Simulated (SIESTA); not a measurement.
## Bi2TeSe2 (Skippenite) under changes of volume

One of the cells (29.435 Å³/atom); the others are scaled copies at fixed shape and fractional positions:

```
CELL_PARAMETERS angstrom
2.09150 1.20753 9.71233
-2.09150 1.20753 9.71233
0.00000 -2.41506 9.71233
ATOMIC_POSITIONS crystal
Bi 0.60194 0.60194 0.60194
Bi 0.39806 0.39806 0.39806
Te 0.00000 0.00000 0.00000
Se 0.78840 0.78840 0.78840
Se 0.21160 0.21160 0.21160
```

| Item | Value |
| --- | --- |
| Program | SIESTA 5.4.2 |
| Functional | PBEsol |
| Potentials or basis | PseudoDojo 0.4 standard (PBEsol files) |
| Basis | DZP (energy shift 0.003 Ry; two zetas on semicore shells) |
| Grid cutoff | 500 Ry |
| Energy shift | 0.003 Ry |
| k mesh | 5 × 5 × 5 |
| Occupations | fermi-dirac, width 0.05 eV |
| Spin | no spin polarisation |

```csv
volume (Å³/atom),energy over the lowest point (meV/atom),pressure (GPa),gap on the mesh (eV),largest force (eV/Å)
27.669,76.26,8.3,0.40,1.693
28.257,50.29,6.4,0.42,1.651
28.846,29.75,4.8,0.43,1.619
29.435,14.98,3.3,0.44,1.592
30.023,5.44,1.9,0.45,1.558
30.612,?,?,?,?
31.201,0.00,-0.4,0.47,1.511
```

Task: What does the run at 30.612 Å³/atom give?

Result: Energy over the lowest point 0.60 meV/atom; pressure 0.7 GPa; gap on the mesh 0.46 eV; largest force 1.532 eV/Å.

Worked out: A Birch-Murnaghan fit of order 3 (a polynomial in V^(-2/3)) to the other rows has its minimum at 30.96 Å³/atom with B0 = V·E''(V) = 61 GPa (rough, since the energies scatter) at fixed shape and positions, which overstates the stiffness. It gives 0.45 meV/atom at 30.612 Å³/atom, against the run's 0.60, and -dE/dV = 0.7 GPa, against 0.7. A straight line through the other rows of the gap, of slope 0.557 eV per unit of ln V (its deformation potential), gives 0.46 eV, against the run's 0.46.

Energies are extrapolated to zero smearing.

Caveats: spin-orbit coupling is left out, which as a rule narrows the gap of such compounds by several tenths of an eV; an odd mesh through Γ misses points on the zone boundary, where band edges often lie; the basis of atomic orbitals isn't converged, which shifts pressures, moduli and gaps; forces of over 1 eV/Å show positions far from the minimum, so gaps and moduli don't describe the material at rest.
